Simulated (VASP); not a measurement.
# Li2O (Fm-3m) in VASP: electric field gradients with PBE

Aim: the electric field gradients of Li2O with PBE.

All numbers are computed with VASP 6.6.1; they aren't measurements. Logs are shortened: lines on timing, memory, paths and dates and some standing lists are left out, and cuts for length are marked.

### Step 1. Starting point

It takes space group Fm-3m (No. 225, cubic). Conventional cell: a = 4.619 Å, b = 4.619 Å, c = 4.619 Å, α = 90.00°, β = 90.00°, γ = 90.00°. Around Li (site symmetry -43m) lie 4 O at 2.00 Å. Around O (site symmetry m-3m) lie 8 Li at 2.00 Å.

### Step 2. Electric field gradients, PBE

INCAR reads:

```
SYSTEM = Li2O
  ALGO = Fast
  EDIFF = 1E-8
  ENCUT = 520
  GGA = PE
  ISIF = 2
  ISMEAR = -1
  LASPH = .True.
  LCHARG = .False.
  LEFG = .True.
  LREAL = .False.
  LWAVE = .False.
  NBANDS = 13
  NELM = 80
  PREC = Accurate
  SIGMA = 0.01
```

KPOINTS reads:

```
k-points
0
Gamma
  11 11 11
  0 0 0
```

POSCAR reads:

```
Li2O
1.0
    0.0000000000      2.3095000000      2.3095000000
    2.3095000000      0.0000000000      2.3095000000
    2.3095000000      2.3095000000      0.0000000000
Li O
2 1
Direct
    0.2500000000      0.2500000000      0.2500000000
    0.7500000000      0.7500000000      0.7500000000
    0.0000000000      0.0000000000      0.0000000000
```

Potentials or basis: VASP PAW PBE potentials, release 64 (Li_sv, O).

Started as:

```bash
$ cat potpaw_PBE.64/Li_sv/POTCAR potpaw_PBE.64/O/POTCAR > POTCAR
$ mpirun -np 1 vasp_std > vasp.out
```

OUTCAR:

```text
SYSTEM = Li2O
   EDIFF = 1E-8
   ENCUT = 520
   GGA = PE
   ISIF = 2
   ISMEAR = -1
   LASPH = .True.
   LREAL = .False.
   NELM = 80
   PREC = Accurate

 ion  position               nearest neighbor table
   1  0.250  0.250  0.250-   3 2.00   3 2.00   3 2.00   3 2.00   2 2.31   2 2.31   2 2.31   2 2.31
                             2 2.31   2 2.31
   2  0.750  0.750  0.750-   3 2.00   3 2.00   3 2.00   3 2.00   1 2.31   1 2.31   1 2.31   1 2.31
                             1 2.31   1 2.31
   3  0.000  0.000  0.000-   2 2.00   2 2.00   2 2.00   1 2.00   2 2.00   1 2.00   1 2.00   1 2.00

  LATTYP: Found a face centered cubic cell.
 ALAT       =     4.6190000000

  Lattice vectors:

 A1 = (   0.0000000000,   2.3095000000,   2.3095000000)
 A2 = (   2.3095000000,   0.0000000000,   2.3095000000)
 A3 = (   2.3095000000,   2.3095000000,   0.0000000000)

Analysis of symmetry for initial positions (statically):
=====================================================================
 Subroutine PRICEL returns:
 Original cell was already a primitive cell.

 Routine SETGRP: Setting up the symmetry group for a
 face centered cubic supercell.

 Subroutine GETGRP returns: Found 48 space group operations
 (whereof 48 operations were pure point group operations)
 out of a pool of 48 trial point group operations.

The static configuration has the point symmetry O_h .

Analysis of symmetry for dynamics (positions and initial velocities):
=====================================================================
 Subroutine PRICEL returns:
 Original cell was already a primitive cell.

 Routine SETGRP: Setting up the symmetry group for a
 face centered cubic supercell.

 Subroutine GETGRP returns: Found 48 space group operations
 (whereof 48 operations were pure point group operations)
 out of a pool of 48 trial point group operations.

The dynamic configuration has the point symmetry O_h .

 Subroutine INISYM returns: Found 48 space group operations
 (whereof 48 operations are pure point group operations),
 and found     1 'primitive' translations

----------------------------------------------------------------------------------------

                                     Primitive cell

  volume of cell :      24.6368

  direct lattice vectors                    reciprocal lattice vectors
     0.000000000  2.309500000  2.309500000    -0.216497077  0.216497077  0.216497077
     2.309500000  0.000000000  2.309500000     0.216497077 -0.216497077  0.216497077
     2.309500000  2.309500000  0.000000000     0.216497077  0.216497077 -0.216497077

  length of vectors
     3.266126222  3.266126222  3.266126222     0.374983938  0.374983938  0.374983938

  position of ions in fractional coordinates (direct lattice)
     0.250000000  0.250000000  0.250000000
     0.750000000  0.750000000  0.750000000
     0.000000000  0.000000000  0.000000000

  ion indices of the primitive-cell ions
   primitive index   ion index
                 1           1
                 2           2
                 3           3

----------------------------------------------------------------------------------------

 KPOINTS: k-points

Automatic generation of k-mesh.
 Grid dimensions read from file:
 generate k-points for:   11   11   11

 Generating k-lattice:

  Cartesian coordinates                     Fractional coordinates (reciprocal lattice)
    -0.019681552  0.019681552  0.019681552     0.090909091  0.000000000  0.000000000
     0.019681552 -0.019681552  0.019681552     0.000000000  0.090909091  0.000000000
     0.019681552  0.019681552 -0.019681552     0.000000000  0.000000000  0.090909091

  Length of vectors
[... 47 lines left out ...]
   ISTART =      0    job   : 0-new  1-cont  2-samecut
   ICHARG =      2    charge: 1-file 2-atom 10-const
   ISPIN  =      1    spin polarized calculation?
   LNONCOLLINEAR =      F non collinear calculations
   LSORBIT =      F    spin-orbit coupling
   LASPH  =      T    aspherical Exc in radial PAW
   ENCUT  =  520.0 eV  38.22 Ry    6.18 a.u.   6.07  6.07  6.07*2*pi/ulx,y,z
   NELM   =     80;   NELMIN=  2; NELMDL= -5     # of ELM steps
   EDIFF  = 0.1E-07   stopping-criterion for ELM
   LREAL  =      F    real-space projection
   EDIFFG = 0.1E-06   stopping-criterion for IOM
   NSW    =      0    number of steps for IOM
   IBRION =     -1    ionic relax: 0-MD 1-quasi-New 2-CG
   NFREE  =      0    steps in history (QN), initial steepest desc. (CG)
   ISIF   =      2    stress and relaxation
   ISYM   =      2    0-nonsym 1-usesym 2-fastsym
   POTIM  = 0.5000    time-step for ionic-motion
   TEBEG  =    0.0;   TEEND  =   0.0 temperature during run
   PSTRESS=    0.0 pullay stress
   NELECT =      12.0000    total number of electrons
   NUPDOWN=      -1.0000    fix difference up-down
   EMIN   =  10.00;   EMAX   =-10.00  energy-range for DOS
   EFERMI =   0.00;   METHOD = LEGACY
   ISMEAR =    -1;   SIGMA  =   0.01  broadening in eV -4-tet -1-fermi 0-gaus
   EFERMI_NEDOS =   21; number of points for ismear=-14 and -15
   IALGO  =     68    algorithm
   IMIX   =      4    mixing-type and parameters
     AMIX     =   0.40;   BMIX     =  1.00
     AMIX_MAG =   1.60;   BMIX_MAG =  1.00
  volume/ion in A,a.u.               =       8.21        55.42
  Fermi-wavevector in a.u.,A,eV,Ry     =   1.288073  2.434106 22.573876  1.659133
  Thomas-Fermi vector in A             =   2.420049
   LORBIT       =      0    0 simple, 1 ext, 2 COOP (PROOUT), +10 PAW based schemes
   GGA     = PE    functional components
   LHFCALC =     F    Hartree Fock is set to
   AEXX    =    0.0000 exact exchange contribution
   IVDW    =     0    specifies the selected vdW correction
   LEPSILON=     F    determine dielectric tensor
   LRPA    =     F    only Hartree local field effects (RPA)
 non-spin polarized calculation
 RMM-DIIS sequential band-by-band and
  energy-cutoff  :      520.00
  volume of cell :       24.64
 maximum number of plane-waves:       674
   NGX = 13   NGY = 13   NGZ = 13

 number of electron      11.9999976 magnetization

 Free energy of the ion-electron system (eV)
  ---------------------------------------------------
  ext. energy  EPLUGINS =         0.00000000
  ---------------------------------------------------
  free energy    TOTEN  =       -14.34688196 eV

  energy without entropy =      -14.34688196  energy(sigma->0) =      -14.34688196

 E-fermi :   1.5285     XC(G=0):  -9.7534

 val. band max:        1.3429011352   @ k =   0.0000   0.0000   0.0000
 cond. band min:       6.3837819790   @ k =   0.4545   0.4545   0.0000
 fundamental gap:      5.0408808439
 Fermi energy:         1.5284677870

 k-point     1 :       0.0000    0.0000    0.0000
  band No.  band energies     occupation
      1     -41.6506      2.00000
      2     -41.3196      2.00000
      3     -14.1059      2.00000
      4       1.3429      2.00000
      5       1.3429      2.00000
      6       1.3429      2.00000
      7       6.6214      0.00000
      8      13.2771      0.00000
      9      13.2771      0.00000
     10      13.2772      0.00000
     11      20.3408      0.00000
     12      20.3408      0.00000
     13      20.3408      0.00000
[... 354 lines left out ...]
  band No.  band energies     occupation
      1     -41.5770      2.00000
      2     -41.3759      2.00000
      3     -13.9646      2.00000
      4      -0.3168      2.00000
      5       0.5870      2.00000
      6       1.1295      2.00000
      7       8.3479      0.00000
      8      12.5404      0.00000
      9      14.0234      0.00000
     10      15.0849      0.00000
     11      15.6297      0.00000
     12      20.3672      0.00000
     13      23.9297      0.00000

 [... further k-points ...]

------------------------ aborting loop because EDIFF is reached ----------------------------------------

  FORCE on cell =-STRESS in cart. coord.  units (eV):
  Direction    XX          YY          ZZ          XY          YZ          ZX
  --------------------------------------------------------------------------------------
  -------------------------------------------------------------------------------------
  Total        0.0574869      0.0574869      0.0574869     -0.0000000      0.0000000     -0.0000000
  in kB        3.7384816      3.7384816      3.7384816     -0.0000000      0.0000000     -0.0000000
  external PRESSURE =       3.7384816 kB  Pullay stress =       0.0000000 kB

 VOLUME and BASIS-vectors are now :
 -----------------------------------------------------------------------------
  energy-cutoff  :      520.00
  volume of cell :       24.64
      direct lattice vectors                 reciprocal lattice vectors
     0.000000000  2.309500000  2.309500000    -0.216497077  0.216497077  0.216497077
     2.309500000  0.000000000  2.309500000     0.216497077 -0.216497077  0.216497077
     2.309500000  2.309500000  0.000000000     0.216497077  0.216497077 -0.216497077

 POSITION                                       TOTAL-FORCE (eV/Angst)
 -----------------------------------------------------------------------------------
      1.15475      1.15475      1.15475         0.000000      0.000000     -0.000000
      3.46425      3.46425      3.46425        -0.000000      0.000000      0.000000
      0.00000      0.00000      0.00000         0.000000     -0.000000     -0.000000
 -----------------------------------------------------------------------------------
    total drift:                               -0.000000      0.000000      0.000000

  FREE ENERGIE OF THE ION-ELECTRON SYSTEM (eV)
  ---------------------------------------------------
  free  energy   TOTEN  =       -14.3468819628 eV

  energy  without entropy=      -14.3468819628  energy(sigma->0) =      -14.34688196

 Electric field gradients (V/A^2)
---------------------------------------------------------------------
 ion       V_xx      V_yy      V_zz      V_xy      V_xz      V_yz
---------------------------------------------------------------------
   1      -0.000    -0.000    -0.000     0.006     0.006     0.006
   2      -0.000    -0.000    -0.000     0.006     0.006     0.006
   3      -0.000    -0.000    -0.000     0.004     0.004     0.004
---------------------------------------------------------------------

 Electric field gradients after diagonalization (V/A^2)
 (convention: |V_zz| > |V_xx| > |V_yy|)
----------------------------------------------------------------------
 ion       V_xx      V_yy      V_zz     asymmetry (V_yy - V_xx)/ V_zz
----------------------------------------------------------------------
   1      -0.006    -0.006     0.012       0.000
   2      -0.006    -0.006     0.012       0.000
   3      -0.004    -0.004     0.007       0.000
----------------------------------------------------------------------

           NMR quadrupolar parameters

 Cq : quadrupolar parameter    Cq=e*Q*V_zz/h
 eta: asymmetry parameters     (V_yy - V_xx)/ V_zz
 Q  : nuclear electric quadrupole moment in mb (millibarn)
----------------------------------------------------------------------
 ion       Cq(MHz)       eta       Q (mb)
----------------------------------------------------------------------
   1       0.000       0.000       1.000
   2       0.000       0.000       1.000
   3       0.000       0.000       1.000
----------------------------------------------------------------------
```

Wall time 16 s (1 thread of Intel Xeon Platinum 8559C (Emerald Rapids), shared host); peak memory 0.13 GiB.

Results:

```yaml
Free_energy: -14.3469 eV
Band_gap_on_the_k_mesh: 5.04 eV, indirect (least direct gap 5.28 eV)
```

Levels at points of the mesh, in eV from the valence-band top:
| k point | band 4 | band 5 | band 6 | band 7 | band 8 | band 9 |
| --- | --- | --- | --- | --- | --- | --- |
| (0.00, 0.00, 0.00) | 0.00 | 0.00 | 0.00 | 5.28 | 11.93 | 11.93 |

Electric field gradients, principal values (V/Å²):
| atom | Vxx | Vyy | Vzz |
| --- | --- | --- | --- |
| 1 Li | -0.006 | -0.006 | 0.012 |
| 2 Li | -0.006 | -0.006 | 0.012 |
| 3 O | -0.004 | -0.004 | 0.007 |

Caveat: the cutoff is under 1.25 times the usual one of these potentials, so pressure, stress and relaxed cells hold a basis-set (Pulay) error; an odd mesh through Γ misses points on the zone boundary, where band edges often lie.
